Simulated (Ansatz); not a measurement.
# C3H6O2: structure from calculated spectroscopic constants

These gas-phase data were calculated for one isomer of C3H6O2 at B3LYP-D3(BJ)/def2-SVP (harmonic, unscaled wavenumbers; equilibrium rotational constants with average atomic masses):

- rotational constants: 9.185, 3.902, 3.023 GHz
- all wavenumbers above 1500 cm⁻¹: 3748, 3143, 3124, 3118, 3043, 3042, 1866

Candidates:

(1) `CCC(=O)O`, a singlet
(2) `COC(C)=O`, a singlet
(3) `C1COCO1`, a singlet

**Question.** Which candidate do the data belong to?

**Answer.** Candidate (1). The band at 3748 cm⁻¹ lies where the O–H stretch is expected; (2), (3) have no mode between 3300 and 4000 cm⁻¹.

The same quantities for all candidates:

|  | rotational constants (GHz) | wavenumbers above 1500 cm⁻¹ | E above the lowest, B3LYP-D3(BJ)/def2-SVP (kcal/mol) |
| --- | --- | --- | --- |
| (1) | 9.185, 3.902, 3.023 | 3748, 3143, 3124, 3118, 3043, 3042, 1866 | 0.0 |
| (2) | 10.21, 4.156, 3.068 | 3180, 3167, 3131, 3127, 3053, 3042, 1852 | 8.0 |
| (3) | 7.836, 7.588, 4.301 | 3124, 3080, 3076, 3019, 2986, 2933, 1531, 1507 | 36.4 |

Each candidate is one conformer. Programs: Ansatz 0.2.0.
